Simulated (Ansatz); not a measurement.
The system is RbBr.

```
Rb Br
1.0
     0.00000    3.42700    3.42700
     3.42700    0.00000    3.42700
     3.42700    3.42700    0.00000
Rb Br
1 1
Cartesian
  0.0000 0.0000 0.0000
  3.4270 3.4270 3.4270
```

Base run:

* Program: Ansatz 0.2.0
* Functional: LDA
* Potentials or basis: all-electron LAPW, scalar-relativistic
* Cutoff: 119 eV (chosen from the basis error)
* Basis error allowed: 0.001 eV/atom
* k mesh: 7 × 7 × 7
* Occupations: fermi-dirac, width 0.05 eV
* Spin: no spin polarisation

Its results: band gap on the k mesh 3.95 eV, direct; pressure -1.2 GPa.

**Question.** The run is repeated on the same cell with these changes: functional from LDA to PBEsol. What comes out?

**Answer.** Band gap on the k mesh 4.21 eV, direct; pressure -0.1 GPa.

PBEsol binds less tightly than LDA, so the same cell stands under more pressure.
